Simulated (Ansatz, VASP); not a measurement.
**Pd in VASP and in Ansatz**

```xyz
1
Lattice="0.0000 1.7610 1.7610 1.7610 0.0000 1.7610 1.7610 1.7610 0.0000" Properties=species:S:1:pos:R:3 pbc="T T T"
Pd    0.0000    0.0000    0.0000
```

Change from the starting cell: volume scaled by 0.75, LAPW.

Alike in both runs: task single point; functional PBEsol; k mesh 19 × 19 × 19; occupations fermi-dirac, width 0.05 eV; no spin polarisation.

```csv
,VASP,Ansatz
version,VASP 6.6.1,Ansatz 0.2.0
potentials or method,"VASP PAW PBE potentials, release 64 (Pd), cutoff 520 eV","all-electron LAPW, scalar-relativistic"
```

|  | VASP | Ansatz | Ansatz less VASP |
| --- | --- | --- | --- |
| pressure (GPa) | 125.4 | 126.0 | +0.53 |

Ansatz ran all-electron here, so the differences hold the error of VASP's frozen core and of both bases.

Caveats: the cell as given lies far from equilibrium; so large a pressure means that the cell lies far from this level's equilibrium, or that cutoff or potentials fall short (VASP); the potentials were made for another functional, which shifts forces and pressure (VASP).
